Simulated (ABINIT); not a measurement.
Runs of ABINIT 10.8.3 (patched build) on MgB2. Symmetry: P6/mmm, No. 191, hexagonal system. Conventional cell: a = 3.085 Å, b = 3.085 Å, c = 3.523 Å, α = 90.00°, β = 90.00°, γ = 120.00°. Around Mg (site symmetry 6/mmm) lie 12 B at 2.51 Å. Around B (site symmetry -6m2) lie 3 B at 1.78 Å. 

```csv
task,level,potentials or basis,cell,k mesh,cutoff (eV),fine-grid cutoff,cell freedom (optcell),cutoff smearing ecutsm (Ha),optimiser (ionmov),force stop (Ha/bohr),mesh quality,gap on the mesh (eV),V0 of scaled cells (Å³/atom),B0 (GPa)
equation of state,WC,JTH PAW PBE v2.0,as given,10 × 10 × 8,517,1034.03 eV,-,-,-,-,not flagged,-,9.51,(b)
single point,r2SCAN,JTH PAW PBE v2.0,as given,6 × 6 × 5,626,1224.51 eV,-,-,-,-,coarse,none,-,-
equation of state,LDA,JTH PAW LDA v2.0,as given,10 × 10 × 8,571,1142.88 eV,-,-,-,-,not flagged,-,9.22,164
relaxation of cell and atoms,revPBE,JTH PAW PBE v2.0,relaxed,10 × 10 × 8,626,1224.51 eV,2,0.5,2,0.0005,not flagged,none,-,-
equation of state,PBE,JTH PAW PBE v2.0,as given,10 × 10 × 8,517,1034.03 eV,-,-,-,-,not flagged,-,9.63,152
band structure,r2SCAN,JTH PAW PBE v2.0,as given,10 × 10 × 8,626,1224.51 eV,-,-,-,-,not flagged,none,-,-
equation of state,PBE,JTH PAW PBE v2.0,as given,10 × 10 × 8,680,1278.94 eV,-,-,-,-,not flagged,-,9.63,152
equation of state,revPBE+D4,JTH PAW PBE v2.0,as given,10 × 10 × 8,517,1034.03 eV,-,-,-,-,not flagged,-,9.28,(a)
```

Alike in all rows: no spin polarisation; smearing fermi-dirac 0.05 eV.

**Question.** Estimate the missing entries.

**Answer.** (a) 160; (b) 155.

Caveats: some runs use coarse meshes; pressures at fixed basis lie under the slope of the energies (some runs); the cell was scaled at fixed shape and fractional positions, which overstates the stiffness of a crystal with free parameters, most of all of layers and chains (some runs); the PAW data sets were made with another functional, which shifts forces and pressure a little (some runs).

A k mesh can miss the band edges.

A gap of «none» marks a metal or a gap under the smearing width.

Not every run made on this cell is shown here.
